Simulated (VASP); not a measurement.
Runs of VASP 6.6.1 on SiC. The structure is hexagonal, space group P6_3mc (No. 186). The conventional cell has a = 3.076 Å, b = 3.076 Å, c = 10.071 Å, α = 90.00°, β = 90.00°, γ = 120.00°. Si (site symmetry 3m) has 4 C at 1.88 to 1.89 Å as nearest neighbours. Around Si (site symmetry 3m) lie 4 C at 1.88 to 1.89 Å. Around C (site symmetry 3m) lie 4 Si at 1.88 to 1.89 Å. C (site symmetry 3m) has 4 Si at 1.88 to 1.89 Å as nearest neighbours. The cell is a database's computed one.

```csv
task,level,cell,cutoff (eV),smearing,gap on the mesh (eV),pressure (GPa),relaxed volume (Å³/atom),largest force (eV/Å)
relaxation of cell and atoms,PBEsol+D3,relaxed,600,fermi-dirac 0.05 eV,2.11,0.0,10.27,-
single point,PBE,as given,520,gaussian 0.014 eV,2.23,(a),-,0.01
relaxation of cell and atoms,PBE+D4,relaxed,600,fermi-dirac 0.05 eV,2.23,0.0,10.29,-
relaxation of cell and atoms,PBE+D3,relaxed,600,fermi-dirac 0.05 eV,2.23,0.0,(c),-
relaxation of cell and atoms,PBE+MBD,relaxed,600,fermi-dirac 0.05 eV,2.23,0.0,10.31,-
relaxation of cell and atoms,PBE+rVV10,relaxed,600,fermi-dirac 0.05 eV,2.18,0.0,(b),-
relaxation of cell and atoms,PBE+D3(BJ),relaxed,600,fermi-dirac 0.05 eV,2.23,0.0,10.27,-
relaxation of cell and atoms,PBE+TS,relaxed,600,fermi-dirac 0.05 eV,2.24,-0.1,10.33,0.01
```

Alike in all rows: potentials or basis VASP PAW PBE potentials, release 64 (Si, C); no spin polarisation; k mesh 10 × 10 × 3.

Task: Estimate the missing entries.

Result: (a) 3.9; (b) 10.45; (c) 10.39.

Caveats: an odd mesh through Γ misses points on the zone boundary, where band edges often lie; the PAW data sets were made with another functional, which shifts forces and pressure a little (some runs).
